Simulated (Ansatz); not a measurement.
## Cu under changes of volume

One of the cells (11.436 Å³/atom); the others are scaled copies at fixed shape and fractional positions:

```xyz
2
Lattice="2.5341 0.0000 0.0000 -1.2670 2.1946 0.0000 0.0000 0.0000 4.1126" Properties=species:S:1:pos:R:3 pbc="T T T"
Cu    1.2670    0.7315    3.0844
Cu    0.0000    1.4631    1.0281
```

This isn't the form of Cu at room conditions, which is fcc.

- Program: Ansatz 0.2.0
- Functional: LDA
- Potentials or basis: all-electron LAPW, scalar-relativistic
- Cutoff: 304 eV (chosen from the basis error)
- Basis error allowed: 0.001 eV/atom
- k mesh: 12 × 12 × 7
- Occupations: fermi-dirac, width 0.05 eV
- Spin: no spin polarisation

```csv
volume (Å³/atom),energy over the lowest point (meV/atom),pressure (GPa)
10.749,1.01,2.8
10.978,0.00,-1.2
11.207,?,?
11.436,13.47,-7.9
11.664,26.77,-10.6
11.893,43.73,-13.0
12.122,63.96,-15.2
```

Question: What does the run at 11.207 Å³/atom give?

Answer: Energy over the lowest point 4.36 meV/atom; pressure -4.8 GPa.

Worked out: A Birch-Murnaghan fit of order 3 (a polynomial in V^(-2/3)) to the other rows has its minimum at 10.90 Å³/atom with B0 = V·E''(V) = 187 GPa and B' = 5.1 at fixed shape and positions, which overstates the stiffness. It gives 4.36 meV/atom at 11.207 Å³/atom, against the run's 4.36, and -dE/dV = -4.8 GPa, against -4.8.

Energies are extrapolated to zero smearing.
